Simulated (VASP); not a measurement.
Calculation: PBE GGA, VASP's PBE PAW potentials (set 64) (plane waves; VASP 6.6.1).

The input files of a VASP run:

**POSCAR**
```
AlSb
6.2207980
  0.0000000000   0.5000000000   0.5000000000
  0.5000000000   0.0000000000   0.5000000000
  0.5000000000   0.5000000000   0.0000000000
Al Sb
1 1
direct
  0.0000000000   0.0000000000   0.0000000000
  0.2500000000   0.2500000000   0.2500000000
```

KPOINTS:
```
Automatic mesh
0
Gamma
4 4 4
0 0 0
```

**INCAR**
```
! general
SYSTEM=AlSb
PREC  =Normal
ENCUT =350
LREAL =.FALSE.
LASPH =.TRUE.

! electronic loop
EDIFF =1E-8
NELM  =100
ALGO  =Normal

! smearing
ISMEAR=0
SIGMA =0.01

! functional
GGA   =PE

! output
LWAVE =.TRUE.
LCHARG=.FALSE.
```

POTCAR, in this order: Al_GW Sb_d_GW (PBE.64 set). Program: vasp_std.

Output

### OSZICAR
```
       N       E                     dE             d eps       ncg     rms          rms(c)
DAV:   1     0.107852540947E+03    0.10785E+03   -0.65927E+03   228   0.914E+03
DAV:   2     0.292743830346E+01   -0.10493E+03   -0.10189E+03   371   0.852E+02
DAV:   3    -0.780257416565E+01   -0.10730E+02   -0.10715E+02   296   0.111E+02
DAV:   4    -0.817814256694E+01   -0.37557E+00   -0.37523E+00   288   0.219E+01
DAV:   5    -0.821164850767E+01   -0.33506E-01   -0.33505E-01   336   0.818E+00    0.254E+00
DAV:   6    -0.814259307145E+01    0.69055E-01   -0.66139E-02   336   0.280E+00    0.153E+00
DAV:   7    -0.811894039966E+01    0.23653E-01   -0.64991E-02   263   0.535E+00    0.233E-01
DAV:   8    -0.812047263618E+01   -0.15322E-02   -0.47886E-03   268   0.241E+00    0.836E-02
DAV:   9    -0.812119160097E+01   -0.71896E-03   -0.12685E-03   218   0.711E-01    0.291E-02
DAV:  10    -0.812118745098E+01    0.41500E-05   -0.97124E-05   358   0.258E-01    0.101E-02
DAV:  11    -0.812120674321E+01   -0.19292E-04   -0.33066E-05   248   0.126E-01    0.493E-03
DAV:  12    -0.812120604843E+01    0.69477E-06   -0.40596E-06   294   0.705E-02    0.154E-03
DAV:  13    -0.812120646369E+01   -0.41526E-06   -0.51565E-07   243   0.109E-02    0.285E-04
DAV:  14    -0.812120651478E+01   -0.51094E-07   -0.47237E-08   278   0.562E-03    0.750E-05
DAV:  15    -0.812120649872E+01    0.16062E-07   -0.26368E-09   144   0.927E-04    0.310E-05
DAV:  16    -0.812120649602E+01    0.27057E-08   -0.11683E-09   139   0.201E-03
   1 F= -.81212065E+01 E0= -.81212065E+01  d E =-.127311E-21
```

OUTCAR:
```
------------------------ aborting loop because EDIFF is reached ----------------------------------------
  FORCE on cell =-STRESS in cart. coord.  units (eV):
  Direction    XX          YY          ZZ          XY          YZ          ZX
  --------------------------------------------------------------------------------------
  Total       -0.0627445     -0.0627445     -0.0627445     -0.0000000      0.0000000     -0.0000000
  in kB       -1.6703507     -1.6703507     -1.6703507     -0.0000000      0.0000000     -0.0000000
  external PRESSURE =      -1.6703507 kB  Pullay stress =       0.0000000 kB
  volume of cell :       60.18
      direct lattice vectors                 reciprocal lattice vectors
     0.000000000  3.110399000  3.110399000    -0.160751080  0.160751080  0.160751080
     3.110399000  0.000000000  3.110399000     0.160751080 -0.160751080  0.160751080
     3.110399000  3.110399000  0.000000000     0.160751080  0.160751080 -0.160751080
 POSITION                                       TOTAL-FORCE (eV/Angst)
 -----------------------------------------------------------------------------------
      0.00000      0.00000      0.00000        -0.000000      0.000000      0.000000
      1.55520      1.55520      1.55520         0.000000     -0.000000     -0.000000
 -----------------------------------------------------------------------------------
    total drift:                               -0.000013     -0.000013     -0.000015
  FREE ENERGIE OF THE ION-ELECTRON SYSTEM (eV)
  ---------------------------------------------------
  free  energy   TOTEN  =        -8.1212064960 eV

  energy  without entropy=       -8.1212064960  energy(sigma->0) =       -8.12120650
```
(Selected blocks of OUTCAR.)

OUTCAR:
```
 val. band max:        3.1345988874   @ k =   0.0000   0.0000   0.0000

 cond. band min:       4.3636764506   @ k =   0.5000   0.0000   0.0000


 Fermi energy:         3.1995298580

 k-point     1 :       0.0000    0.0000    0.0000
  band No.  band energies     occupation
      1     -24.9625      2.00000
      2     -24.9625      2.00000
      3     -24.9625      2.00000
      4     -24.9440      2.00000
      5     -24.9440      2.00000
      6      -7.3686      2.00000
      7       3.1346      2.00000
      8       3.1346      2.00000
      9       3.1346      2.00000
     10       4.4175      0.00000
     11       6.2090      0.00000
     12       6.2090      0.00000
     13       6.2090      0.00000

 k-point     2 :       0.2500    0.0000    0.0000
  band No.  band energies     occupation
      1     -24.9615      2.00000
      2     -24.9610      2.00000
      3     -24.9610      2.00000
      4     -24.9443      2.00000
      5     -24.9443      2.00000
      6      -6.8488      2.00000
      7      -0.1202      2.00000
      8       2.6155      2.00000
      9       2.6156      2.00000
     10       4.7744      0.00000
     11       6.8813      0.00000
     12       6.8813      0.00000
     13       8.5451      0.00000

 k-point     3 :       0.5000    0.0000    0.0000
  band No.  band energies     occupation
      1     -24.9614      2.00000
      2     -24.9598      2.00000
      3     -24.9598      2.00000
      4     -24.9433      2.00000
      5     -24.9433      2.00000
      6      -6.0615      2.00000
      7      -2.1311      2.00000
      8       2.2592      2.00000
      9       2.2592      2.00000
     10       4.3637      0.00000
     11       6.8528      0.00000
     12       6.8529      0.00000
     13       9.7062      0.00000

 k-point     4 :       0.2500    0.2500    0.0000
  band No.  band energies     occupation
      1     -24.9632      2.00000
      2     -24.9593      2.00000
      3     -24.9593      2.00000
...
```

Unless said otherwise, spin-orbit coupling is left out, though it shifts the bands of the heavy elements here.

The compound is AlSb in the zinc blende structure. This cell is one point of a volume scan, at 1.04 of the reference volume. The k-mesh is coarse (spacing up to 0.44 per Å, 2π included), so the numbers may not be converged in it.
